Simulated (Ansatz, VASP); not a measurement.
# InAs: VASP beside Ansatz, part 2 of 2

Wanted: the spread between two codes on one cell, functional and k mesh. The cell is taken from a series of runs on this material, whose earlier steps may have relaxed, scaled, displaced or heated it; both programs get it as it stands.

VASP 6.6.1 and Ansatz 0.2.0.

So far: Set-up; Ansatz: zone-centre phonons, LDA.

**3. VASP: zone-centre phonons, LDA**

Level of this step: LDA; plane waves and PAW (As, In_d) (VASP).

The same cell, functional (in two slightly different forms), mesh and smearing now go to VASP, with its own data sets.

Lines of VASP's logs that name or quote its potential files are left out, and so is its time.

Input file INCAR:

```
SYSTEM = InAs
PREC = Accurate
ENCUT = 500
EDIFF = 1E-08
NELM = 120
ISMEAR = 1
SIGMA = 0.2
LREAL = .FALSE.
ALGO = Normal
GGA = CA
NBANDS = 15
LORBIT = 11
LWAVE = .FALSE.
LCHARG = .FALSE.
ISIF = 2
IBRION = 8
LASPH = .TRUE.
GGA_COMPAT = .FALSE.
EFERMI = MIDGAP
KPAR = 2
```

Input file POSCAR:

```
InAs
1.0
    0.0000000000      3.0430407647      2.9781847662
    3.0430407647      0.0000000000      2.9781847662
    3.0430407647      3.0430407647      0.0000000000
As In
1 1
Direct
    0.7500000000      0.7500000000      0.7500000000
    0.0000000000      0.0000000000      0.0000000000
```

Input file KPOINTS:

```
Automatic mesh
0
Gamma
12 12 12
0 0 0
```

The projector-augmented-wave data sets are As and In_d (LDA family, release 64).

Command:

```sh
> mpirun -np 2 vasp_std
```

Numbers of over 12 decimals in the logs are rounded to 6 here.

What it wrote:

```text
[banner, memory and clock lines left out]
running    2 mpi-ranks, on    1 nodes
 distrk:  each k-point on    1 cores,    2 groups
 distr:  one band on    1 cores,    1 groups

 POSCAR found type information on POSCAR AsIn
 POSCAR found :  2 types and       2 ions
 LDA part: xc-table for (Slater(with rela. corr.)+CA(PZ))
 , standard interpolation
 POSCAR, INCAR and KPOINTS ok, starting setup
 FFT: planning ... GRIDC
 FFT: planning ... GRID_SOFT
 FFT: planning ... GRID
 WAVECAR not read
 entering main loop
       N       E                     dE             d eps       ncg     rms          rms(c)
DAV:   1     0.112346316709E+03    0.11235E+03   -0.81856E+03  4897   0.125E+03
DAV:   2    -0.138568190050E+01   -0.11373E+03   -0.10923E+03  5226   0.302E+02
DAV:   3    -0.913097778033E+01   -0.77453E+01   -0.77049E+01  6339   0.800E+01
DAV:   4    -0.933240893421E+01   -0.20143E+00   -0.20138E+00  5854   0.144E+01
DAV:   5    -0.934153978067E+01   -0.91308E-02   -0.91306E-02  7458   0.265E+00    0.469E+00
DAV:   6    -0.906939081605E+01    0.27215E+00   -0.38225E-01  7683   0.111E+01    0.259E+00
DAV:   7    -0.903103647735E+01    0.38354E-01   -0.11047E-01  6932   0.310E+00    0.684E-01
DAV:   8    -0.902764247290E+01    0.33940E-02   -0.11676E-02  6499   0.132E+00    0.218E-01
DAV:   9    -0.902753218661E+01    0.11029E-03   -0.77449E-04  6448   0.259E-01    0.137E-01
DAV:  10    -0.902755526101E+01   -0.23074E-04   -0.11153E-04  7564   0.177E-01    0.697E-02
DAV:  11    -0.902755929513E+01   -0.40341E-05   -0.34183E-05  7563   0.113E-01    0.492E-02
DAV:  12    -0.902755684176E+01    0.24534E-05   -0.50120E-06  7302   0.303E-02    0.706E-03
DAV:  13    -0.902755688628E+01   -0.44516E-07   -0.69008E-07  6269   0.483E-03    0.184E-03
DAV:  14    -0.902755688192E+01    0.43597E-08   -0.24184E-08  6278   0.238E-03
   1 F= -.90275569E+01 E0= -.90276986E+01  d E =0.425242E-03
 Linear response reoptimize wavefunctions to high precision
DAV:   1    -0.902755688223E+01   -0.31332E-09   -0.32855E-09  5133   0.983E-04
DAV:   2    -0.902755688232E+01   -0.94360E-10   -0.87571E-10  3635   0.236E-04
 Linear response DOF=           4
 Linear response progress:
  Degree of freedom:   1/  4
       N       E                     dE             d eps       ncg     rms          rms(c)
RMM:   1    -0.476749009412E-01   -0.47675E-01    0.63862E-02 30025   0.156E+00
RMM:   2    -0.453029568136E-01    0.23719E-02    0.17197E-03 22359   0.581E-01    0.110E-01
RMM:   3    -0.460096557973E-01   -0.70670E-03   -0.19829E-03 26310   0.249E-01    0.468E-02
RMM:   4    -0.461750471025E-01   -0.16539E-03   -0.15790E-04 26844   0.837E-02    0.107E-02
RMM:   5    -0.462041121890E-01   -0.29065E-04   -0.17300E-05 27686   0.309E-02    0.494E-03
RMM:   6    -0.461881024098E-01    0.16010E-04   -0.19183E-06 26967   0.838E-03    0.163E-03
RMM:   7    -0.461865174456E-01    0.15850E-05   -0.18927E-07 29380   0.274E-03    0.112E-03
RMM:   8    -0.461868415615E-01   -0.32412E-06   -0.52414E-08 28739   0.115E-03    0.685E-04
RMM:   9    -0.461875218892E-01   -0.68033E-06    0.69930E-08 27239   0.414E-04    0.746E-05
RMM:  10    -0.461875955493E-01   -0.73660E-07    0.11421E-07 29435   0.168E-04    0.696E-05
RMM:  11    -0.461875881596E-01    0.73897E-08   -0.11643E-07 30867   0.682E-05    0.191E-05
RMM:  12    -0.461876035012E-01   -0.15342E-07    0.38145E-08 28548   0.267E-05    0.983E-06
RMM:  13    -0.461876024051E-01    0.10960E-08   -0.21667E-08 30099   0.132E-05    0.185E-06
 first order change of Fermi-energy   0.15946E-03
 force on displaced ion       1 direction 1 :  -7.543  -0.000   0.000
 Linear response progress:
  Degree of freedom:   2/  4
       N       E                     dE             d eps       ncg     rms          rms(c)
RMM:   1    -0.474103061390E-01   -0.47410E-01    0.64165E-02 17550   0.154E+00
RMM:   2    -0.452556265019E-01    0.21547E-02    0.15661E-03 13267   0.571E-01    0.107E-01
RMM:   3    -0.459231748081E-01   -0.66755E-03   -0.19322E-03 15389   0.240E-01    0.459E-02
RMM:   4    -0.460794787788E-01   -0.15630E-03   -0.14966E-04 15724   0.815E-02    0.106E-02
RMM:   5    -0.461092817137E-01   -0.29803E-04   -0.16510E-05 16199   0.300E-02    0.468E-03
RMM:   6    -0.460947790776E-01    0.14503E-04   -0.18459E-06 15788   0.807E-03    0.158E-03
RMM:   7    -0.460924434823E-01    0.23356E-05   -0.18754E-07 17319   0.263E-03    0.103E-03
RMM:   8    -0.460927064307E-01   -0.26295E-06   -0.28944E-08 16495   0.106E-03    0.612E-04
RMM:   9    -0.460933717776E-01   -0.66535E-06    0.73336E-08 15637   0.368E-04    0.842E-05
RMM:  10    -0.460934895931E-01   -0.11782E-06    0.14188E-07 17397   0.152E-04    0.740E-05
RMM:  11    -0.460934719851E-01    0.17608E-07   -0.13486E-07 17857   0.582E-05    0.195E-05
RMM:  12    -0.460934887627E-01   -0.16778E-07    0.48758E-08 16895   0.230E-05    0.540E-06
RMM:  13    -0.460934875549E-01    0.12078E-08   -0.24745E-08 17264   0.111E-05    0.199E-06
 first order change of Fermi-energy   0.95989E-03
 force on displaced ion       1 direction 3 :   0.000   0.000  -7.464
 Linear response progress:
  Degree of freedom:   3/  4
       N       E                     dE             d eps       ncg     rms          rms(c)
RMM:   1    -0.235504935186E+00   -0.23550E+00   -0.91295E-02 19304   0.491E+00
RMM:   2    -0.237967342657E+00   -0.24624E-02   -0.13566E-02 24276   0.105E+00    0.795E-02
RMM:   3    -0.237933709643E+00    0.33633E-04   -0.15982E-03 26333   0.325E-01    0.388E-02
RMM:   4    -0.237747364947E+00    0.18634E-03   -0.14962E-04 26985   0.109E-01    0.205E-02
RMM:   5    -0.237704973323E+00    0.42392E-04   -0.22244E-05 28288   0.398E-02    0.790E-03
RMM:   6    -0.237705194789E+00   -0.22147E-06   -0.26114E-06 28067   0.134E-02    0.193E-03
RMM:   7    -0.237714956832E+00   -0.97620E-05    0.45005E-08 28741   0.402E-03    0.711E-04
RMM:   8    -0.237714365117E+00    0.59172E-06    0.22808E-07 28492   0.171E-03    0.438E-04
RMM:   9    -0.237713832129E+00    0.53299E-06    0.33611E-07 28901   0.751E-04    0.843E-05
RMM:  10    -0.237713519070E+00    0.31306E-06    0.25276E-07 29200   0.319E-04    0.361E-05
RMM:  11    -0.237713383559E+00    0.13551E-06    0.22893E-07 29939   0.156E-04    0.861E-06
RMM:  12    -0.237713430538E+00   -0.46980E-07    0.13004E-07 29739   0.862E-05    0.519E-06
RMM:  13    -0.237713448365E+00   -0.17827E-07    0.84756E-08 31215   0.518E-05    0.497E-06
RMM:  14    -0.237713442451E+00    0.59141E-08    0.38608E-08 31308   0.341E-05    0.116E-05
 first order change of Fermi-energy  -0.36636E-04
 force on displaced ion       2 direction 1 :  -7.505  -0.000   0.000
 Linear response progress:
  Degree of freedom:   4/  4
       N       E                     dE             d eps       ncg     rms          rms(c)
RMM:   1    -0.235366046022E+00   -0.23537E+00   -0.88523E-02 11373   0.493E+00
RMM:   2    -0.237843540832E+00   -0.24775E-02   -0.13090E-02 14216   0.103E+00    0.774E-02
RMM:   3    -0.237794259731E+00    0.49281E-04   -0.15328E-03 15476   0.319E-01    0.379E-02
RMM:   4    -0.237598856843E+00    0.19540E-03   -0.13830E-04 15749   0.104E-01    0.197E-02
RMM:   5    -0.237551821617E+00    0.47035E-04   -0.22962E-05 16558   0.386E-02    0.781E-03
RMM:   6    -0.237550890168E+00    0.93145E-06   -0.27338E-06 16396   0.123E-02    0.190E-03
RMM:   7    -0.237560379314E+00   -0.94891E-05   -0.34991E-07 16853   0.365E-03    0.709E-04
RMM:   8    -0.237560071430E+00    0.30788E-06   -0.91059E-08 16656   0.151E-03    0.439E-04
RMM:   9    -0.237559736681E+00    0.33475E-06    0.51141E-08 16856   0.627E-04    0.109E-04
RMM:  10    -0.237559348292E+00    0.38839E-06    0.59746E-08 16822   0.266E-04    0.431E-05
RMM:  11    -0.237559188816E+00    0.15948E-06    0.80342E-08 17657   0.124E-04    0.103E-05
RMM:  12    -0.237559200908E+00   -0.12092E-07    0.30633E-08 17079   0.681E-05    0.943E-06
RMM:  13    -0.237559259579E+00   -0.58672E-07    0.21167E-08 17553   0.413E-05    0.112E-05
RMM:  14    -0.237559259567E+00    0.12143E-10    0.85255E-09 18036   0.276E-05    0.153E-05
 first order change of Fermi-energy  -0.62233E-04
 force on displaced ion       2 direction 3 :   0.000   0.000  -7.452
 Linear response finished
```

Parts of OUTCAR (step 3):

```text
ion  position               nearest neighbor table
   1  0.750  0.750  0.750-   2 2.62   2 2.62   2 2.62   2 2.62
   2  0.000  0.000  0.000-   1 2.62   1 2.62   1 2.62   1 2.62

  LATTYP: Found a body centered tetragonal cell.
 ALAT       =     4.3035095203
 C/A-ratio  =     1.3840725818

 Subroutine GETGRP returns: Found  8 space group operations
 (whereof  8 operations were pure point group operations)

The static configuration has the point symmetry D_2d.

 Found    163 irreducible k-points:

   k-points           NKPTS =    163   k-points in BZ     NKDIM =    163   number of bands    NBANDS=     15

   dimension x,y,z NGX =    32 NGY =   32 NGZ =   32
   dimension x,y,z NGXF=    64 NGYF=   64 NGZF=   64

   ENCUT  =  500.0 eV  36.75 Ry    6.06 a.u.   7.76  7.76  7.85*2*pi/ulx,y,z

   NELECT =      18.0000    total number of electrons

 k-points in reciprocal lattice and weights: Automatic mesh
   0.00000000  0.00000000  0.00000000       0.001
   0.08333333  0.00000000  0.00000000       0.005
   0.16666667  0.00000000  0.00000000       0.005
   0.25000000  0.00000000  0.00000000       0.005
   0.33333333  0.00000000  0.00000000       0.005
   0.41666667  0.00000000  0.00000000       0.005
   0.50000000  0.00000000  0.00000000       0.002
   0.08333333  0.08333333  0.00000000       0.001
   0.16666667  0.08333333  0.00000000       0.005
[...]
-0.33333333  0.16666667  0.50000000       0.002
  -0.25000000  0.25000000  0.50000000       0.001

 average (electrostatic) potential at core
       1 -53.0963       2 -96.0930

  Total       -0.2042118     -0.2042118      0.0521576      0.0000000      0.0000000     -0.0000000
  in kB       -5.9319053     -5.9319053      1.5150634      0.0000000      0.0000000     -0.0000000
  external PRESSURE =      -3.4495824 kB  Pullay stress =       0.0000000 kB

  energy-cutoff  :      500.00
  volume of cell :       55.16
      direct lattice vectors                 reciprocal lattice vectors
     0.000000000  3.043040765  2.978184766    -0.164309334  0.164309334  0.167887502
     3.043040765  0.000000000  2.978184766     0.164309334 -0.164309334  0.167887502
     3.043040765  3.043040765  0.000000000     0.164309334  0.164309334 -0.167887502

 POSITION                                       TOTAL-FORCE (eV/Angst)
 -----------------------------------------------------------------------------------
      4.56456      4.56456      4.46728         0.000000      0.000000      0.000000
      0.00000      0.00000      0.00000        -0.000000      0.000000     -0.000000
 -----------------------------------------------------------------------------------
    total drift:                                0.000000      0.000000     -0.000000

 Eigenvectors and eigenvalues of the dynamical matrix
 ----------------------------------------------------

   1 f  =    6.370151 THz    40.024836 2PiTHz  212.485350 cm-1    26.344814 meV
             X         Y         Z           dx          dy          dz
      4.564561  4.564561  4.467277     0.778684   -0.000000    0.000000
      0.000000  0.000000  0.000000    -0.627417    0.000000    0.000000

   2 f  =    6.370151 THz    40.024836 2PiTHz  212.485350 cm-1    26.344814 meV
             X         Y         Z           dx          dy          dz
      4.564561  4.564561  4.467277     0.000000    0.778684   -0.000000
      0.000000  0.000000  0.000000    -0.000000   -0.627417    0.000000

   3 f  =    6.341176 THz    39.842784 2PiTHz  211.518866 cm-1    26.224985 meV
             X         Y         Z           dx          dy          dz
      4.564561  4.564561  4.467277    -0.000000   -0.000000   -0.778147
      0.000000  0.000000  0.000000     0.000000    0.000000    0.628082

   4 f/i=    0.002433 THz     0.015286 2PiTHz    0.081152 cm-1     0.010062 meV
             X         Y         Z           dx          dy          dz
      4.564561  4.564561  4.467277     0.000000    0.000000    0.628082
      0.000000  0.000000  0.000000     0.000000    0.000000    0.778147

   5 f/i=    0.007892 THz     0.049587 2PiTHz    0.263250 cm-1     0.032639 meV
             X         Y         Z           dx          dy          dz
      4.564561  4.564561  4.467277    -0.603508   -0.171551    0.000000
      0.000000  0.000000  0.000000    -0.749011   -0.212911    0.000000

   6 f/i=    0.007892 THz     0.049587 2PiTHz    0.263250 cm-1     0.032639 meV
             X         Y         Z           dx          dy          dz
      4.564561  4.564561  4.467277     0.171551   -0.603508    0.000000
      0.000000  0.000000  0.000000     0.212911   -0.749011    0.000000

 ELASTIC MODULI CONTR FROM IONIC RELAXATION (kBar)
 Direction    XX          YY          ZZ          XY          YZ          ZX
 --------------------------------------------------------------------------------
 XX           0.0000      0.0000      0.0000      0.0000      0.0000      0.0000
 YY           0.0000      0.0000      0.0000      0.0000      0.0000      0.0000
 ZZ           0.0000      0.0000      0.0000      0.0000      0.0000      0.0000
 XY           0.0000      0.0000      0.0000   -217.3170      0.0000      0.0000
 YZ           0.0000      0.0000      0.0000      0.0000   -226.9030      0.0000
 ZX           0.0000      0.0000      0.0000      0.0000      0.0000   -204.2550
 --------------------------------------------------------------------------------
```

The gap is under twice the smearing width, so the edge states are partly filled and the run can't tell a small gap from a semimetal. Methfessel-Paxton smearing is not meant for a cell with a gap.

**4. Differences**

Known differences besides the potentials themselves: the two LDA forms differ slightly; the data sets hold 28 valence electrons in Ansatz (on its PAW soft_1 files) and 18 in VASP; the cutoff is 420 eV in Ansatz and 500 eV in VASP; VASP's log shows a relativistic correction to its local exchange, Ansatz's none. Total energies have different zeros and are not compared.

Both answers:

```csv
quantity,Ansatz,VASP,difference
optical mode 1 (cm⁻¹),210.6,211.5,-0.42 %
optical mode 2 to 3 (cm⁻¹),211.7,212.5,-0.37 %
```

Modes are paired by rising frequency, not by their patterns, so a pair may set unlike modes beside each other; they are those without the splitting of longitudinal modes.

**5. What came out**

```yaml
r_m_s_difference_of_the_optical_zone_centre_modes_each_program_s_sorted_by_frequency_zone_centre_phonons_lda: 0.83 cm⁻¹
```

The r.m.s. difference of the optical zone-centre modes, each program's sorted by frequency is 0.83 cm⁻¹ (zone-centre phonons, LDA). The data sets hold unlike numbers of valence electrons (28 in Ansatz and 18 in VASP), so part of the differences comes from the potentials. How closely two codes agree says nothing of how well the functional describes the real material.

[Lines on the potential files, build, host, timing and source positions are cut from VASP's logs without a mark.]

[Logs are printed without paths, hosts, clocks, repeated set-up lines and the standing remarks that a program may print on its own settings, such as how far it seeks lower states.]

[Hosts, paths, dates, database ids (printed as entryN), source tags and the programs' standing remarks are cut or masked in the printed files.]
